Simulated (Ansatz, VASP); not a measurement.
**Cross-check of InP between VASP and Ansatz**

Wanted: the spread between two codes on one cell, functional and k mesh. The cell is taken from a series of VASP runs on this material, whose earlier steps may have relaxed, scaled or displaced it; both programs get it as it stands.

Program: Ansatz 0.2.0. Level of theory: plane waves, with VASP 6.6.1 beside it; band structure at HSE06. Results are calculated unless marked as measured.

### 1. The starting structure

The structure is cubic, space group F-43m (No. 216). The conventional cell has a = 5.869 Å, b = 5.869 Å, c = 5.869 Å, α = 90.00°, β = 90.00°, γ = 90.00°. Nearest to In lie 4 P at 2.54 Å. Nearest to P lie 4 In at 2.54 Å. Farther neighbours are not listed.

### 2. VASP: band structure, HSE06

The same path points are solved in both programs, so levels can be compared one by one.

Lines of VASP's logs that name or quote its potential files are left out, and so is its time.

The run reads the wave functions of an earlier VASP run, which isn't shown here.

INCAR reads:

```
SYSTEM = InP
PREC = Accurate
ENCUT = 350
EDIFF = 1E-06
NELM = 100
ISMEAR = 0
SIGMA = 0.03
LREAL = .FALSE.
ALGO = Normal
LHFCALC = .TRUE.
AEXX = 0.25
GGA = PE
HFSCREEN = 0.2
LASPH = .TRUE.
NBANDS = 15
PRECFOCK = Fast
LORBIT = 11
LWAVE = .FALSE.
LCHARG = .FALSE.
KPAR = 4
```

POSCAR reads:

```
InP
1.0
    0.0000000000      2.9343500000      2.9343500000
    2.9343500000      0.0000000000      2.9343500000
    2.9343500000      2.9343500000      0.0000000000
In P
1 1
Direct
    0.0000000000      0.0000000000      0.0000000000
    0.7500000000      0.7500000000      0.7500000000
```

KPOINTS reads:

```
Automatic mesh
0
Gamma
4 4 4
0 0 0
```

KPOINTS_OPT reads:

```
Line mode
10
Line-mode
Reciprocal
  0.00000000   0.00000000   0.00000000 GAMMA
  0.50000000   0.00000000   0.50000000 X

  0.50000000   0.00000000   0.50000000 X
  0.50000000   0.25000000   0.75000000 W

  0.50000000   0.25000000   0.75000000 W
  0.37500000   0.37500000   0.75000000 K

  0.37500000   0.37500000   0.75000000 K
  0.00000000   0.00000000   0.00000000 GAMMA

  0.00000000   0.00000000   0.00000000 GAMMA
  0.50000000   0.50000000   0.50000000 L

  0.50000000   0.50000000   0.50000000 L
  0.62500000   0.25000000   0.62500000 U

  0.62500000   0.25000000   0.62500000 U
  0.50000000   0.25000000   0.75000000 W

  0.50000000   0.25000000   0.75000000 W
  0.50000000   0.50000000   0.50000000 L

  0.50000000   0.50000000   0.50000000 L
  0.37500000   0.37500000   0.75000000 K

  0.62500000   0.25000000   0.62500000 U
  0.50000000   0.00000000   0.50000000 X
```

Potentials, in the order of the species: In_d and P (PBE family, release 64).

On the command line:

```console
> mpirun -np 4 vasp_std
```

Numbers of over 12 decimals in the logs are rounded to 6 here.

What it wrote:

```text
[banner, memory and clock lines left out]
running    4 mpi-ranks, on    1 nodes
 distrk:  each k-point on    1 cores,    4 groups
 distr:  one band on    1 cores,    1 groups

 POSCAR found type information on POSCAR InP
 POSCAR found :  2 types and       2 ions
 LDA part: xc-table for (Slater+PW92), standard interpolation
 found WAVECAR, reading the header
 POSCAR, INCAR and KPOINTS ok, starting setup
 FFT: planning ... GRIDC
 FFT: planning ... GRID_SOFT
 FFT: planning ... GRID
 reading WAVECAR
 the WAVECAR file was read successfully
 initial charge from wavefunction
 entering main loop
       N       E                     dE             d eps       ncg     rms          rms(c)
DAV:   1    -0.992500197257E+01   -0.99250E+01   -0.10854E+00   304   0.172E+01    0.332E+00
DAV:   2    -0.992952226843E+01   -0.45203E-02   -0.86449E-02   337   0.306E+00    0.459E+00
DAV:   3    -0.992521809562E+01    0.43042E-02   -0.72839E-03   356   0.137E+00    0.321E+00
DAV:   4    -0.992425139164E+01    0.96670E-03   -0.15171E-03   326   0.523E-01    0.204E+00
DAV:   5    -0.992407359246E+01    0.17780E-03   -0.33824E-04   326   0.215E-01    0.128E+00
DAV:   6    -0.992401887219E+01    0.54720E-04   -0.45039E-05   289   0.923E-02    0.774E-01
DAV:   7    -0.992399908031E+01    0.19792E-04   -0.10261E-05   268   0.414E-02    0.467E-01
DAV:   8    -0.992399334013E+01    0.57402E-05   -0.35951E-06   275   0.189E-02    0.282E-01
DAV:   9    -0.992399131984E+01    0.20203E-05   -0.10544E-06   190   0.924E-03    0.169E-01
DAV:  10    -0.992399072493E+01    0.59491E-06   -0.67119E-07   183   0.678E-03
   1 F= -.99239907E+01 E0= -.99239907E+01  d E =-.490395E-16
 Start KPOINTS_OPT (optional k-point list driver)
k-point batch [1-8\100]
       N       E                     dE             ncg
DAV:   1     0.250781911555E+03   -0.14644E+04      240
DAV:   2    -0.775770827734E+03   -0.10266E+04      254
DAV:   3    -0.851107687925E+03   -0.75337E+02      296
DAV:   4    -0.853462492254E+03   -0.23548E+01      318
DAV:   5    -0.853552141672E+03   -0.89649E-01      386
DAV:   6    -0.853553898994E+03   -0.17573E-02      347
DAV:   7    -0.853553930013E+03   -0.31019E-04      365
DAV:   8    -0.853553930320E+03   -0.30691E-06      260
[...]
k-point batch [97-100\100]
       N       E                     dE             ncg
DAV:   1     0.223275459020E+04   -0.20421E+04      128
DAV:   2     0.178495198920E+04   -0.44780E+03      120
DAV:   3     0.175586553942E+04   -0.29086E+02      155
DAV:   4     0.175504293522E+04   -0.82260E+00      184
DAV:   5     0.175501259994E+04   -0.30335E-01      193
DAV:   6     0.175501217061E+04   -0.42934E-03      184
DAV:   7     0.175501215966E+04   -0.10942E-04      200
DAV:   8     0.175501215955E+04   -0.11125E-06      144
```

From OUTCAR (step 2):

```text
ion  position               nearest neighbor table
   1  0.000  0.000  0.000-   2 2.54   2 2.54   2 2.54   2 2.54
   2  0.750  0.750  0.750-   1 2.54   1 2.54   1 2.54   1 2.54

  LATTYP: Found a face centered cubic cell.
 ALAT       =     5.8687000000

 Subroutine GETGRP returns: Found 24 space group operations
 (whereof 24 operations were pure point group operations)

The static configuration has the point symmetry T_d .

 Found      8 irreducible k-points:

   k-points           NKPTS =      8   k-points in BZ     NKDIM =     64   number of bands    NBANDS=     15

   dimension x,y,z NGX =    28 NGY =   28 NGZ =   28
   dimension x,y,z NGXF=    56 NGYF=   56 NGZF=   56

   ENCUT  =  350.0 eV  25.72 Ry    5.07 a.u.   6.33  6.33  6.33*2*pi/ulx,y,z

   NELECT =      18.0000    total number of electrons

 k-points in reciprocal lattice and weights: Automatic mesh
   0.00000000  0.00000000  0.00000000       0.016
   0.25000000  0.00000000  0.00000000       0.125
   0.50000000  0.00000000  0.00000000       0.062
   0.25000000  0.25000000  0.00000000       0.094
   0.50000000  0.25000000  0.00000000       0.375
  -0.25000000  0.25000000  0.00000000       0.188
   0.50000000  0.50000000  0.00000000       0.047
  -0.25000000  0.50000000  0.25000000       0.094

  exchange ACFDT corr.  =         0.00000000  see jH, gK, PRB 81, 115126

 average (electrostatic) potential at core
       1 -89.4721       2 -79.1614

 E-fermi :   4.8965

 k-point     1 :       0.0000    0.0000    0.0000
  band No.  band energies     occupation
    ...
      5     -11.0029      2.00000
      6      -7.9720      2.00000
      7       4.7310      2.00000
      8       4.7310      2.00000
      9       4.7310      2.00000
     10       6.2586      0.00000
     11       9.6682      0.00000
     12       9.6682      0.00000
     13       9.6682      0.00000
     14      14.3268      0.00000
    ...

 k-point     2 :       0.2500    0.0000    0.0000
  band No.  band energies     occupation
    ...
      5     -11.0009      2.00000
      6      -7.2402      2.00000
      7       1.0596      2.00000
      8       4.1320      2.00000
      9       4.1320      2.00000
     10       7.3376      0.00000
     11      10.4157      0.00000
     12      10.4157      0.00000
     13      10.9934      0.00000
     14      14.3079      0.00000
    ...

 k-point     3 :       0.5000    0.0000    0.0000
  band No.  band energies     occupation
    ...
      5     -10.9908      2.00000
      6      -6.1089      2.00000
      7      -1.4943      2.00000
      8       3.6759      2.00000
      9       3.6759      2.00000
     10       7.0157      0.00000
     11      10.4044      0.00000
     12      10.4044      0.00000
     13      12.7866      0.00000
     14      15.3268      0.00000
    ...

  energy-cutoff  :      350.00
  volume of cell :       50.53
      direct lattice vectors                 reciprocal lattice vectors
     0.000000000  2.934350000  2.934350000    -0.170395488  0.170395488  0.170395488
     2.934350000  0.000000000  2.934350000     0.170395488 -0.170395488  0.170395488
     2.934350000  2.934350000  0.000000000     0.170395488  0.170395488 -0.170395488

 POSITION                                       TOTAL-FORCE (eV/Angst)
 -----------------------------------------------------------------------------------
      0.00000      0.00000      0.00000        -0.000000     -0.000000     -0.000000
      4.40152      4.40152      4.40152         0.000000      0.000000      0.000000
 -----------------------------------------------------------------------------------
    total drift:                               -0.000052     -0.000067     -0.000039

  FREE ENERGIE OF THE ION-ELECTRON SYSTEM (eV)
  ---------------------------------------------------
  free  energy   TOTEN  =        -9.9239907249 eV

  energy  without entropy=       -9.9239907249  energy(sigma->0) =       -9.92399072

 total charge
# of ion       s       p       d       tot
------------------------------------------
    1        0.831   0.788   9.916  11.534
    2        1.012   1.531   0.000   2.544
--------------------------------------------------
tot          1.843   2.319   9.916  14.078

[... 3 further parts left out ...]
```

The k-mesh is coarse for exact exchange; levels may shift by about 0.1 eV on a finer one.

(Part 1 of 2 ends here.)

[Lines on the potential files, build, host, timing and source positions are cut from VASP's logs without a mark.]

[Logs are printed without paths, hosts, clocks, repeated set-up lines and the standing remarks that a program may print on its own settings, such as how far it seeks lower states.]

[Hosts, paths, dates, database ids (printed as entryN), source tags and the programs' standing remarks are cut or masked in the printed files.]
